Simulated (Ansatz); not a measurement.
Rows from a G0W0 calculation on WS2/WS2/WS2 (multilayer of trigonal-prismatic sheets) (Ansatz 0.2.0; G0W0 on PBE, plane waves, PAW; 9×9×1 mesh, 617 empty bands, screening to 70 eV), in eV. Spin-orbit coupling is left out.

```tsv
row	k	band	start	Σx	Σc at the solution	Vxc
A	Γ	v1	-5.134	-19.318	0.708	-18.598
B	(0.111, 0.222, 0.000)	c1	-3.898	-13.321	-3.527	-17.322
C	(0.111, 0.222, 0.000)	v1	-6.601	-19.443	1.415	-17.929
D	(0.111, 0.222, 0.000)	c2	-3.609	-13.535	-3.637	-17.697
E	Γ	v2	-5.502	-18.897	0.977	-17.838
F	Γ	c1	-2.777	-13.773	-3.962	-18.370
```

Question: Work out each quasiparticle level and how far it moved.

The quasiparticle equation reads E = start + Σx + Σc(E) − Vxc.

```tsv
row	E (eV)	shift (eV)
A	-5.146	−0.012
B	-3.424	+0.474
C	-6.700	−0.099
D	-3.085	+0.524
E	-5.584	−0.082
F	-2.143	+0.635
```

The gap over the computed points goes from 1.24 eV to 1.72 eV.

Limits: not at the basis limit; coarse mesh for a sheet; no spin-orbit coupling.

[Paths, hosts, dates, memory and timing lines, banners, echoed tables and standing remarks are left out of the program output.]

[Logs are printed without paths, hosts, clocks, repeated set-up lines and the standing remarks that a program may print on its own settings, such as how far it seeks lower states.]

[Runs of the session that timed out or met a known fault of the program may be left out.]

[Cells called generated may have been cut or substituted from an entry of the Crystallography Open Database or the Materials Project.]

[Hosts, paths, dates, database ids (printed as entryN), source tags and the programs' standing remarks are cut or masked in the printed files.]
